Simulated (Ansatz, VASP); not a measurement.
**GaSb in two plane-wave programs**

One calculation is typed for both programs; each brings its own data sets. How far apart do they land? The structure shown is the start of the Ansatz relaxation below; VASP solves that cell, so the two are compared at the walk's first step.

Program: Ansatz 0.2.0. Level of theory: plane waves, with VASP 6.6.1 beside it; single point at LDA. Results are calculated unless marked as measured.

## (1) Starting point

The structure is trigonal, space group R3m (No. 160). Conventional cell: a = 4.106 Å, b = 4.106 Å, c = 10.636 Å, α = 90.00°, β = 90.00°, γ = 120.00°. Nearest to Ga lie 4 Sb at 2.55 to 2.61 Å. Nearest to Sb lie 4 Ga at 2.55 to 2.61 Å. Farther neighbours are not listed.

As a file:

```cif
data_structure
_symmetry_space_group_name_H-M 'P 1'
_symmetry_Int_Tables_number 1
_cell_length_a 4.2649
_cell_length_b 4.2649
_cell_length_c 4.2649
_cell_angle_alpha 57.554
_cell_angle_beta 57.554
_cell_angle_gamma 57.554
_cell_volume 51.77
loop_
_atom_site_label
_atom_site_type_symbol
_atom_site_fract_x
_atom_site_fract_y
_atom_site_fract_z
_atom_site_occupancy
Ga1 Ga 0.99767 0.99767 0.99767 1
Sb2 Sb 0.75233 0.75233 0.75233 1
```

## (2) Ansatz: relaxation, LDA

Ansatz runs on its PAW soft_1 files.

The two programs are compared at the cell with which this relaxation starts, whose forces are those of its first step.

input.yaml reads:

```yaml
crystal:
  lattice:
    - [0.1111633441, 3.0147409982, 3.0147409982]
    - [3.0147409982, 0.1111633441, 3.0147409982]
    - [3.0147409982, 3.0147409982, 0.1111633441]
  atoms:
    - { symbol: Ga, position: [-0.0023330158, -0.0023330158, -0.0023330158] }
    - { symbol: Sb, position: [0.7523330158, 0.7523330158, 0.7523330158] }
  conventional_axes: [[-1, 1, 0], [0, -1, 1], [1, 1, 1]]
kpoints:
  mp_grid: { grid: [12, 12, 12], shift: [0.5, 0.5, 0.5] }
hamiltonian:
  xc: lda
  pseudopotentials: { kind: paw, azcp: { folder: soft_1 }, xc_functional: pbe }
scf:
  occupations: { method: gaussian, width: 0.015 }
output:
  forces: true
  stress: true
  eigenvalues: true
relax:
  adjacent_minimum: "off"
  f_tol: 0.001
  max_steps: 60
  cell: { stress_tol: 0.01, fix: [a, b, angles] }
```

Launch:

```bash
ansatz run input.yaml --threads 4 --pin off --max-ram 10240MiB --backend cpu --events-out ev --progress --plain --runs-dir out
```

Numbers of over 12 decimals in the logs are rounded to 6 here.

The log of the run:

```text
Engine: ansatz 0.2.0, aarch64-unknown-linux-gnu
Pseudopotentials: kind: paw
Pseudopotential: Ga, paw, valence charge 13, recommended cutoff 420 eV (normal), soft_1/Ga.paw.azcp
Pseudopotential: Sb, paw, valence charge 15, recommended cutoff 420 eV (normal), soft_1/Sb.paw.azcp
Functional definition: SPW92
  exchange = slater_x
  correlation = pw_c
Crystal: 2 atoms, lattice volume = 51.770 Å³
Basis set: ecut = 420 eV, 995 PW (Γ)
Bands: 18, of which v1, the nominal top of the filled ones, is band 14 counted from 1 (13 counted from 0)
Symmetry: 6 space group operations
Space group: R3m (ITA 160), of the structure as read, at distance tolerance 3.7e-5 Å
k-points: 182 of 1728 (time reversal used)
Non-local potential: Ga, projectors of the file, l = 0: 2, l = 1: 2, l = 2: 3, l = 3: 1
Non-local potential: Sb, projectors of the file, l = 0: 2, l = 1: 2, l = 2: 2, l = 3: 1
PAW form: soft (Blöchl's): semilocal exchange-correlation on the pseudo side does not see the compensation charge
PAW frozen core: Ga, regenerated for the run's functional, and the local potential with it (the file was generated under x = pbe(κ = 0.804, μ = 0.219515), c = pbe(β = 0.066725))
PAW frozen core: Sb, regenerated for the run's functional, and the local potential with it (the file was generated under x = pbe(κ = 0.804, μ = 0.219515), c = pbe(β = 0.066725))
PAW one-centre angular grid: Ga, 590 points (default); XC on 64 Gauss nodes
PAW one-centre angular grid: Sb, 590 points (default); XC on 64 Gauss nodes
Initial density: superposition of atomic densities (chi_scale 0.1, normalization cell, long waves kept (reshape's long-wave potential 0.00 eV rms))
Initial wavefunctions: pseudopotential atomic-orbital guess
Functional: x = slater, c = lda
SCF iter   1: F=—  HF=-10043.183779 eV  |F-HF|=—  |Δ(HF+E_count)|=         —  Δρ=3.35e-2  dr2=4.95e-1  ethr=3.10e-3  ⟨swp⟩=6.0  Hψ=17561  notcnv=0
preconditioner: auto → none  [insulator: Δε(μ)=0.464 eV  Ē_g=15.253 eV  σ=0.015 eV  W_gap=1.00  n_scr=14 (ndim 8)  ℏωp=21.9 eV  f_vac=0.000  D(μ)=0.00/eV (n_scr^D=0)  ε∞_Penn≈3.1]
SCF iter   2: F=—  HF=-10043.058357 eV  |F-HF|=—  |Δ(HF+E_count)|=   1.25e-1  Δρ=1.48e-2  dr2=7.16e-2  ethr=1.77e-3  ⟨swp⟩=2.2  Hψ=5858  notcnv=0
SCF iter   3: F=—  HF=-10043.050110 eV  |F-HF|=—  |Δ(HF+E_count)|=   8.25e-3  Δρ=5.38e-3  dr2=1.25e-2  ethr=2.56e-4  ⟨swp⟩=3.0  Hψ=6176  notcnv=0
SCF iter   4: F=—  HF=-10043.044805 eV  |F-HF|=—  |Δ(HF+E_count)|=   5.30e-3  Δρ=9.63e-4  dr2=2.82e-4  ethr=4.48e-5  ⟨swp⟩=3.7  Hψ=7163  notcnv=0
SCF iter   5: F=—  HF=-10043.044712 eV  |F-HF|=—  |Δ(HF+E_count)|=   9.35e-5  Δρ=4.71e-4  dr2=3.72e-5  ethr=1.01e-6  ⟨swp⟩=2.0  Hψ=5645  notcnv=0
SCF iter   6: F=—  HF=-10043.044708 eV  |F-HF|=—  |Δ(HF+E_count)|=   3.42e-6  Δρ=3.59e-5  dr2=3.93e-7  ethr=1.33e-7  ⟨swp⟩=2.9  Hψ=6347  notcnv=0
SCF iter   7: F=-10043.044708 eV  HF=-10043.044708 eV  |F-HF|=1.23e-8  |Δ(HF+E_count)|=   4.03e-8  Δρ=7.36e-6  dr2=2.17e-8  ethr=3.57e-10  ⟨swp⟩=6.0  Hψ=16532  notcnv=0
SCF 1 converged in 7 iterations: F = -10043.044708 eV  dr2 = 2.17e-8
  greatest PAW one-centre occupation: 0.996 electrons in one spin orbital (limit 2), on the Sb atom at site 1 (counted from 0), in its partial waves of l = 2
relax step   1: F+E_penalty+E_count = -10043.04470830 eV  Δ(F+E_penalty+E_count) = +0.000e0 eV  max|allowed force component| = 7.183e-2 eV/Å  Δτ_max = 0.0000 Å  P = +4.398 GPa  Ω = 51.770 Å³  fix = [a, b, alpha, beta, gamma]  reactions: a +6.395, b +6.395 GPa  (7 SCF iters, dr2 threshold 1.00e-7 eV, accepted)
[...]
relax step   2: F+E_penalty+E_count = -10043.04595028 eV  Δ(F+E_penalty+E_count) = -1.242e-3 eV  max|allowed force component| = 3.088e-2 eV/Å  Δτ_max = 0.0128 Å  P = +3.781 GPa  Ω = 52.143 Å³  energy of the carried Pulay correction = -4.246e-5 eV  fix = [a, b, alpha, beta, gamma]  reactions: a +5.719, b +5.719 GPa  (5 SCF iters, dr2 threshold 2.00e-7 eV, accepted)
[...]
relax step   3: F+E_penalty+E_count = -10043.04618158 eV  Δ(F+E_penalty+E_count) = -2.313e-4 eV  max|allowed force component| = 3.359e-4 eV/Å  Δτ_max = 0.0037 Å  P = +3.936 GPa  Ω = 52.051 Å³  energy of the carried Pulay correction = -3.198e-5 eV  fix = [a, b, alpha, beta, gamma]  reactions: a +5.902, b +5.902 GPa  (4 SCF iters, dr2 threshold 5.96e-8 eV, accepted)
[...]
relax step   4: F+E_penalty+E_count = -10043.04621712 eV  Δ(F+E_penalty+E_count) = -3.553e-5 eV  max|allowed force component| = 3.047e-4 eV/Å  Δτ_max = 0.0000 Å  P = +3.936 GPa  Ω = 52.051 Å³  fix = [a, b, alpha, beta, gamma]  reactions: a +5.902, b +5.902 GPa  stress off target by 4.98e-3 GPa on what of the cell is left free  SCF on the basis re-selected at this cell (its energy is not comparable with the rows above)  (6 SCF iters)
basis re-selected at this cell: Δ(F+E_penalty+E_count) = -3.553e-5 eV, ΔP = -0.000 GPa vs the last step (what re-selecting the basis moved, of the pressure what is left beyond the Pulay correction that the steps carried, after the strain that the cell walked since its last selection, with what the two solves' SCF thresholds leave and, on support functions, any second-order correction that the steps lacked; it is no m [...]
SCF converged after 6 iterations
Free energy (F): -10043.046217 eV
Harris-Foulkes:  -10043.046217 eV  (|F-HF|=1.82e-12)
Internal energy: -10043.046217 eV  (E = F + TS)
E sigma→0 (E₀):  -10043.046217 eV
Fermi energy:    9.137352 eV
--- Per-component energies (eV) ---
  E_band       = -236.895753
  E_kinetic    = 279.609170
  E_local      = -3258.254433  (includes V_loc(G=0)·N_el)
  E_nonlocal   = 303.627561
  E_hartree    = 1679.456563
  E_xc         = -162.375731
  E_vxc        = -148.725686  (∫ρ·V_xc dr)
  E_paw        = -6312.119463  (= ΣΔE_a)
  E_vpaw       = -772.065407  (= ΣTr[D̂ρ^β])
  E_aug_tail   = -0.000091  (compensation charges beyond the density's cutoff)
  E_ewald      = -2575.277086
  E_core_change = 2.287292  (= ΣΔE_core)
  E_smearing   = -0.000000  (= −TS)
  E_closure    = 0.000000  (closes the sum)
  Σ components = -10043.046217   (vs F -10043.046217, Δ=0.00e0)
--- Forces (eV/Å), atoms counted from 1 ---
  atom   1  Ga    -0.00030474    -0.00030474    -0.00030474
  atom   2  Sb     0.00030460     0.00030460     0.00030460
  max |Σ_I F_I| component: 1.39e-7 eV/Å
--- Stress (GPa, compression-positive) ---
        3.936252      -1.965634      -1.965634
       -1.965634       3.936252      -1.965634
       -1.965634      -1.965634       3.936252
  P = ⅓ Tr σ = 3.9363 GPa (39.363 kbar)
--- Band table (eV; the first three rows and the last of 182) ---
  k-point 0: bands = [... 10 lower, -3.4047, 7.8596, 8.9909, 8.9909, 9.6154, 11.4379, 11.7974, 11.7974]
  k-point 1: bands = [... 10 lower, -3.2979, 7.1113, 8.2046, 8.8997, 10.1605, 11.7987, 11.9039, 12.2255]
  k-point 2: bands = [... 10 lower, -3.0308, 5.8314, 7.5961, 8.5686, 10.0983, 12.2514, 12.2693, 13.2975]
  k-point 181: bands = [... 10 lower, -1.7304, 1.8342, 7.1168, 7.7101, 10.5622, 12.6775, 13.0929, 15.8055]
--- Relaxed structure (3 steps of the walk, 3 accepted, 1 SCFs on fresh bases) ---
  F+E_penalty+E_count = -10043.04621712 eV   max|allowed force component| = 3.047e-4 eV/Å   (the final SCF, on the basis selected at the relaxed cell)
  cell:  # Å, volume = 52.0508 Å³
    - [0.122253, 3.025830, 3.025830]
    - [3.025830, 0.122253, 3.025830]
    - [3.025830, 3.025830, 0.122253]
  atoms:
    - { symbol: Ga, position: [-0.00319012, -0.00319012, -0.00319012] }
    - { symbol: Sb, position: [0.753190, 0.753190, 0.753190] }
```

(Continued in part 2 of 4.)

[Lines on the potential files, build, host, timing and source positions are cut from VASP's logs without a mark.]

[Logs are printed without paths, hosts, clocks, repeated set-up lines and the standing remarks that a program may print on its own settings, such as how far it seeks lower states.]

[Hosts, paths, dates, database ids (printed as entryN), source tags and the programs' standing remarks are cut or masked in the printed files.]
